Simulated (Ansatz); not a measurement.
A run of Ansatz 0.2.0:

input.yaml

```yaml
crystal:
  lattice:
    - [6.3464495577, 0.0, 0.0]
    - [0.0, 3.49421554, 0.0]
    - [-0.5490254083, 0.0, 14.8561586148]
  atoms:
    - { symbol: Te, position: [0.06308657, 0.5, 0.40139181] }
    - { symbol: Te, position: [0.93626097, 0.0, 0.59892358] }
    - { symbol: Te, position: [0.56720469, 0.0, 0.36206281] }
    - { symbol: Te, position: [0.43253951, 0.5, 0.63827401] }
    - { symbol: Te, position: [0.09104745, 0.0, 0.13792275] }
    - { symbol: Te, position: [0.90945389, 0.5, 0.86175202] }
    - { symbol: Te, position: [0.58109276, 0.5, 0.09854983] }
    - { symbol: Te, position: [0.41934698, 0.0, 0.90115399] }
    - { symbol: Mo, position: [0.31968622, 0.0, 0.50682682] }
    - { symbol: Mo, position: [0.6797845, 0.5, 0.49352002] }
    - { symbol: Mo, position: [0.1814915, 0.5, 0.00653163] }
    - { symbol: Mo, position: [0.81900395, 0.0, 0.99308972] }
hamiltonian:
  xc: pbe
  pseudopotentials: { kind: paw }
kpoints:
  mp_grid: { grid: [3, 6, 2] }
scf:
  occupations: { method: fermi_dirac, width: 0.05 }
output:
  forces: true
  stress: true
  eigenvalues: true
relax:
  f_tol: 0.01
  max_steps: 40
  cell: { stress_tol: 0.05 }
```

Potentials or basis: Ansatz PAW.

Command:

```bash
$ ansatz run input.yaml --threads 4 --pin off --max-ram 11264MiB --backend cpu --events-out ev --progress --plain --runs-dir out
```

Hardware: 4 threads of Arm Neoverse V2 (shared host).

Problem. How long does it take, and how much memory?

Solution. It took 3.3 min on 4 threads of Arm Neoverse V2, with other jobs on the host, peak memory 1.3 GiB. Counts: scf iterations 83, plane waves 6811, k points 16, bands 111, ion steps 10.
